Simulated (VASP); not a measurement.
HfS2:

```xyz
3
Lattice="3.6397 0.0000 0.0000 -1.8198 3.1520 0.0000 0.0000 0.0000 6.0556" Properties=species:S:1:pos:R:3 pbc="T T T"
Hf    0.0000    0.0000    0.0000
S     1.8198    1.0507    4.6262
S     0.0000    2.1014    1.4294
```

The cell is a database's computed one.

| Quantity | Value |
| --- | --- |
| Program | VASP 6.6.1 |
| Task | relaxation of cell and atoms |
| Functional | PBE |
| Dispersion | D3(BJ) |
| Potentials or basis | VASP PAW PBE potentials, release 64 (Hf_pv, S) |
| Cutoff | 600 eV |
| k mesh | 9 × 9 × 5 |
| Occupations | gaussian, width 0.03 eV |
| Spin | no spin polarisation |

At the start: pressure -1.0 GPa; volume 23.16 Å³/atom.

Problem. How do energy, volume and symmetry change on relaxing?

Solution. Over 13 steps the energy falls by 9.9 meV/atom and the volume is 21.55 Å³/atom (-6.9 %); space group P-3m1 (No. 164, to 0.05 Å).

The path:
```tsv
step	energy change (eV)	largest force (eV/Å)	pressure (GPa)	volume (Å³)
1	0.0000	0.1620	-1.05	69.47
2	-0.0063	0.3158	0.69	67.96
3	-0.0064	0.2992	0.54	68.12
4	-0.0120	0.1578	0.15	67.80
5	-0.0134	0.0495	-0.13	67.56
6	-0.0167	0.0398	-0.23	67.30
7	-0.0244	0.0082	-0.52	66.52
8	-0.0259	0.0638	-0.91	64.92
9	-0.0279	0.0192	-0.73	65.70
10	-0.0287	0.1172	0.54	64.57
11	-0.0292	0.0652	0.06	64.99
12	-0.0296	0.0379	0.03	64.84
13	-0.0298	0.0014	0.02	64.65
```

Final structure:
```yaml
crystal:
  lattice:
    - [3.59684, 0.00000, 0.00000]
    - [-1.79842, 3.11495, 0.00000]
    - [0.00000, 0.00000, 5.77000]
  atoms:
    - { symbol: Hf, position: [0.00000, 0.00000, 0.00000] }
    - { symbol: S, position: [0.66667, 0.33333, 0.74784] }
    - { symbol: S, position: [0.33333, 0.66667, 0.25216] }
```
